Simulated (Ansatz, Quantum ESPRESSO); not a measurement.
**TiO2 (001), rutile: a film clamped to its substrate**

A thin film takes the in-plane lattice of its substrate and is free along the normal. How do the free axis and the stress follow the misfit? The strained cell has c along the film normal; unstrained it is a = 4.5913 Å, b = 4.5913 Å, c = 2.9392 Å, α = 90.00°, β = 90.00°, γ = 90.00°, with 6 atoms. The symmetry of the cell is held, so distortions that would lower it, which this phase may prefer, aren't tested.

Calculated with Ansatz 0.2.0, PBEsol, PAW files of the set soft_1, cutoff 600 eV, Fermi–Dirac smearing 0.02 eV, k-mesh 6×6×9, no spin polarisation, no spin-orbit coupling.

Relaxed positions at 0 %:

```csv
atom,x,y,z
Ti,0.0000,0.0000,0.0000
Ti,0.5000,0.5000,0.5000
O,0.3044,0.3044,0.0000
O,0.1956,0.8044,0.5000
O,0.6956,0.6956,0.0000
O,0.8044,0.1956,0.5000
```

```
ε∥ (%)   a (Å)   c (Å)  ε⊥ (%)  σ (GPa, tension positive)
    −3  4.4536  3.0051   2.240                     −12.21
    −2  4.4995  2.9810   1.423                      −7.93
    −1  4.5454  2.9592   0.681                      −3.84
     0  4.5913  2.9392   0.000                      −0.01
     1  4.6372  2.9211  −0.617                       3.53
     3  4.7291  2.8899  −1.678                       9.68
```

**Question.** Fit both responses and give the free strain and the stress at +2 %, a row left out above.

Least squares with y = y0 + y1 ε + y2 ε² (ε in %) gives ε⊥ = −0.001 + (−0.6521) ε + (0.0312) ε² and σ = −0.02 + (3.656) ε + (−0.139) ε² GPa. The linear terms put the ratio of free to applied strain at −0.652 and the biaxial modulus at 366 GPa.

At +2 % the free strain comes out as −1.180 %. The run itself gives −1.176 %, so the estimate misses by 0.004 %; the fitted rows themselves lie up to 0.005 % off the law.

The stress comes out as 6.73 GPa. The run itself gives 6.77 GPa, so the estimate misses by 0.04 GPa; the fitted rows themselves lie up to 0.04 GPa off the law.

With c as the unique axis, zero normal stress gives ε⊥/ε∥ = −2C13/C33 for relaxed atoms, so 2C13/C33 is about 0.65.

The negative ε² term means that the crystal stiffens in compression and softens in tension.

The same fit over all rows at other levels or in other programs gives the strain ratio = −0.654 with PBEsol (Quantum ESPRESSO, GBRV) and −0.649 with PBEsol (Quantum ESPRESSO, PseudoDojo).

[Logs are printed without paths, hosts, clocks, repeated set-up lines and the standing remarks that a program may print on its own settings, such as how far it seeks lower states.]
